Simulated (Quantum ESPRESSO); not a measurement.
The system is MgS.

```xyz
2
Lattice="3.6109 0.0000 0.0000 -1.8054 3.1271 0.0000 0.0000 0.0000 3.3053" Properties=species:S:1:pos:R:3 pbc="T T T"
Mg    0.0000    0.0000    1.6526
S     1.8055    1.0424    0.0000
```

The cell was built by a generator and needn't be a form met in nature.

```yaml
Program: Quantum ESPRESSO 7.5
Task: relaxation of cell and atoms
Functional: PBE
Dispersion: D3(BJ)
Potentials_or_basis: PseudoDojo 0.4.1 SR PBE standard
Cutoff: 1143 eV
Density_cutoff: 4572 eV
k_mesh: 8 × 8 × 7
Occupations: fermi-dirac, width 0.05 eV
Spin: no spin polarisation
```

At the start: pressure -2.6 GPa; volume 18.66 Å³/atom.

Task: How do energy, volume and symmetry change on relaxing?

Result: Over 14 steps the energy falls by 5.8 meV/atom and the volume is 17.96 Å³/atom (-3.8 %); space group P-6m2 (No. 187, to 0.05 Å).

Step by step:
| step | energy change (eV) | largest force (eV/Å) | pressure (GPa) | volume (Å³) |
| --- | --- | --- | --- | --- |
| 1 | 0.0000 | 0.0000 | -2.59 | 37.32 |
| 2 | -0.0025 | 0.0000 | -2.30 | 37.15 |
| 3 | -0.0065 | 0.0000 | -1.73 | 36.84 |
| 4 | -0.0100 | 0.0000 | -0.94 | 36.42 |
| 5 | -0.0114 | 0.0000 | 0.00 | 35.95 |
| 6 | -0.0105 | 0.0000 | 0.87 | 35.53 |
| 7 | -0.0105 | 0.0000 | 0.84 | 35.54 |
| 8 | -0.0107 | 0.0000 | 0.79 | 35.56 |
| 9 | -0.0109 | 0.0000 | 0.70 | 35.60 |
| 10 | -0.0111 | 0.0000 | 0.59 | 35.65 |
| 11 | -0.0112 | 0.0000 | 0.47 | 35.71 |
| 12 | -0.0114 | 0.0000 | 0.33 | 35.77 |
| 13 | -0.0115 | 0.0000 | 0.18 | 35.84 |
| 14 | -0.0115 | 0.0000 | 0.01 | 35.92 |

Final structure:
```
Mg S
1.0
     3.55861    0.00000    0.00000
    -1.77930    3.08184    0.00000
     0.00000    0.00000    3.27503
Mg S
1 1
Cartesian
  0.0000 0.0000 1.6375
  1.7793 1.0273 0.0000
```
